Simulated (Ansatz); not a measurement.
# ZrO2 in the fluorite structure

**The experiment.** The Crystallography Open Database holds a cell as deposited of cubic ZrO2 (space group Fm-3m), temperature not stated (1971): a = 5.090 Å, 10.99 Å³/atom.

Computed with Ansatz (plane waves, PAW, 420 eV cutoff): PBE, scalar-relativistic, no spin polarisation, 12×12×12 k-mesh, Gaussian smearing of 0.05 eV. The datasets are Ansatz's generated set soft_2.

```cif
data_structure
_symmetry_space_group_name_H-M 'Fm-3m'
_symmetry_Int_Tables_number 225
_cell_length_a 5.1158
_cell_length_b 5.1158
_cell_length_c 5.1158
_cell_angle_alpha 90.000
_cell_angle_beta 90.000
_cell_angle_gamma 90.000
_cell_volume 133.89
loop_
_atom_site_label
_atom_site_type_symbol
_atom_site_symmetry_multiplicity
_atom_site_Wyckoff_symbol
_atom_site_fract_x
_atom_site_fract_y
_atom_site_fract_z
_atom_site_occupancy
Zr1 Zr 4 a 0.00000 0.00000 0.00000 1
O1 O 8 c 0.25000 0.75000 0.75000 1
```

The start was a prototype's sites filled with these elements; the Crystallography Open Database holds the compound in this structure.

The cell above was scaled in volume, its shape and atoms being fixed by the lattice's symmetry. Energies are counted from the cell above.

The cell is relaxed to zero pressure at this level.

| V (Å³/atom) | ΔE (meV/atom) | P (GPa) | gap on the mesh (eV) |
| --- | --- | --- | --- |
| 10.54 | 27.5 | 15.1 | 3.47 |
| 10.71 | 14.2 | 10.5 | 3.43 |
| 10.93 | 3.5 | 5.0 | 3.37 |
| 11.16 | 0.0 | 0.0 | 3.32 |
| 11.38 | 3.2 | -4.5 | 3.26 |
| 11.60 | ? | ? | ? |
| 11.94 | 35.8 | -13.9 | 3.13 |
| 12.27 | 69.7 | -18.4 | 3.05 |

Question: Fill in the withheld row.

Answer: ΔE (meV/atom): 12.3, P (GPa): -8.5, gap on the mesh (eV): 3.21.

Question: What do the points give for the equilibrium volume, the bulk modulus and its pressure derivative (third-order Birch–Murnaghan)?

Answer: V0 = 11.16 Å³/atom, B0 = 236 GPa, B0′ = 4.2.

B0·V0 = 236.4 GPa × 11.16 Å³ = 16.46 eV/atom sets the scale: near the minimum ΔE ≈ ½ B0 V0 x², with x = V/V0 − 1, and a pressure of 2.4 GPa squeezes the volume by about 1 %. At the ends of the curve: x = −5.5 % predicts 24.9 meV/atom and the run gives 27.5; x = +10.0 % predicts 82.3 meV/atom and the run gives 69.7. The lopsidedness is anharmonic: atoms resist being pushed together more than being pulled apart.

**Comparison.** The computed cell (5.116 Å, 11.16 Å³/atom) differs from the database's by +1.5 % in volume, about +0.5 % in length. PBE usually overestimates volumes by a few per cent.

Semilocal functionals underestimate band gaps, commonly by a third or more.
